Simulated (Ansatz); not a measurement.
A run of Ansatz 0.2.0:

input.yaml

```yaml
crystal:
  lattice:
    - [3.14, 0.0, 0.0]
    - [-1.57, 2.7193197679, 0.0]
    - [0.0, 0.0, 3.48]
  atoms:
    - { symbol: Hf, position: [0.0, 0.0, 0.0] }
    - { symbol: B, position: [0.6666666667, 0.3333333333, 0.5] }
    - { symbol: B, position: [0.3333333333, 0.6666666667, 0.5] }
hamiltonian:
  xc: { exchange: pbe, correlation: pbe, exx: { coeff: 0.25 } }
  pseudopotentials: { kind: paw }
kpoints:
  mp_grid: { grid: [6, 6, 5] }
scf:
  occupations: { method: fermi_dirac, width: 0.05 }
output:
  forces: true
  stress: true
  eigenvalues: true
```

Potentials or basis: Ansatz PAW.

Command:

```console
$ ansatz run input.yaml --threads 2 --pin off --max-ram 5632MiB --backend cpu --events-out ev --progress --plain --runs-dir out
```

Hardware: 2 threads of Intel(R) Xeon(R) 6975P-C (Granite Rapids), on a shared host.

Task: Estimate the wall time of this run.

Result: Wall time 16 s on 2 threads of Intel(R) Xeon(R) 6975P-C (Granite Rapids), with other jobs on the host, peak memory 1.1 GiB. Counts: scf iterations 27, plane waves 563, k points 21, bands 20.
